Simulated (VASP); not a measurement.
## Hf: single point with PBEsol

The system is Hf, a slab with vacuum.

```
CELL_PARAMETERS angstrom
3.49066 0.00000 0.00000
0.00000 3.49066 0.00000
0.00000 0.00000 25.47197
ATOMIC_POSITIONS crystal
Hf 0.50000 0.50000 0.29814
Hf 0.00000 0.00000 0.36308
Hf 0.50000 0.50000 0.43145
Hf 0.00000 0.00000 0.50000
Hf 0.50000 0.50000 0.56855
Hf 0.00000 0.00000 0.63692
Hf 0.50000 0.50000 0.70186
```

The slab is cut from a database's or a generator's crystal, which needn't be the stable form of the element.

The cell isn't the ideal one: (1 0 0) slab, atoms relaxed.

```
Program             : VASP 6.6.1
Task                : single point
Functional          : PBEsol
Potentials or basis : VASP PAW PBE potentials, release 64 (Hf_pv)
Cutoff              : 520 eV
k mesh              : 10 × 10 × 1
Occupations         : gaussian, width 0.1 eV
Spin                : no spin polarisation
```

```json
{
  "Largest force": "0.034 eV/Å",
  "Band gap on the k mesh": "none (metal or under the smearing width)",
  "Work function of the upper face": "3.34 eV",
  "Work function of the lower face": "3.34 eV"
}
```

Forces on the atoms (eV/Å):
```
Hf   0.000  0.000  0.034
Hf   0.000  0.000 -0.019
Hf   0.000  0.000 -0.001
Hf   0.000  0.000  0.000
Hf   0.000  0.000  0.001
Hf   0.000  0.000  0.019
Hf   0.000  0.000 -0.034
```

Levels at points of the mesh, in eV from the Fermi level:
| k point | band 33 | band 34 | band 35 | band 36 | band 37 | band 38 |
| --- | --- | --- | --- | --- | --- | --- |
| (0.00, 0.00, 0.00) | 0.25 | 0.26 | 1.29 | 1.49 | 1.49 | 1.50 |
| (0.50, 0.00, 0.00) | -0.13 | -0.11 | 0.06 | 0.20 | 0.32 | 0.53 |
| (0.50, 0.50, 0.00) | -0.56 | -0.56 | -0.47 | -0.47 | 0.07 | 0.07 |

Run time: 12 min on 1 thread of AMD EPYC 7R13 Processor (Zen 3), on a shared host, peak memory 0.47 GiB.

Caveat: the PAW data sets were made with another functional, which shifts forces and pressure a little. Spin-orbit coupling is left out, which matters for the levels of Hf.
